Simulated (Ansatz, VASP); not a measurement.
**Ga: VASP beside Ansatz**

```
Ga
1.0
    -1.38440    1.38440    2.31122
     1.38440   -1.38440    2.31122
     1.38440    1.38440   -2.31122
Ga
1
Direct
  0.00000 0.00000 0.00000
```

This isn't the form of Ga at room conditions, which is orthorhombic.

Alike in both runs: task single point; functional PBE; k mesh 6 × 6 × 6; occupations fermi-dirac, width 0.02 eV; no spin polarisation.

|  | VASP | Ansatz |
| --- | --- | --- |
| version | VASP 6.6.1 | Ansatz 0.2.0 |
| potentials or method | VASP PAW PBE potentials, release 64 (Ga_d), cutoff 520 eV | all-electron LAPW, scalar-relativistic |

Ansatz gave:

| Item | Value |
| --- | --- |
| gap on the k mesh at the Fermi level (eV) | none |
| pressure (GPa) | 4.2 |
| largest component of the traceless stress (GPa) | 8.31 |

Problem. Estimate VASP's values.

Solution. gap on the k mesh at the Fermi level (eV): none; pressure (GPa): 4.3; largest component of the traceless stress (GPa): 8.34.

A gap of «none» marks a metal or a gap that the smearing closes. Ansatz ran all-electron here, so the differences hold the error of VASP's frozen core and of both bases.

Caveats: the k mesh is coarse (spacing up to 0.53 Å⁻¹), so the values aren't converged.
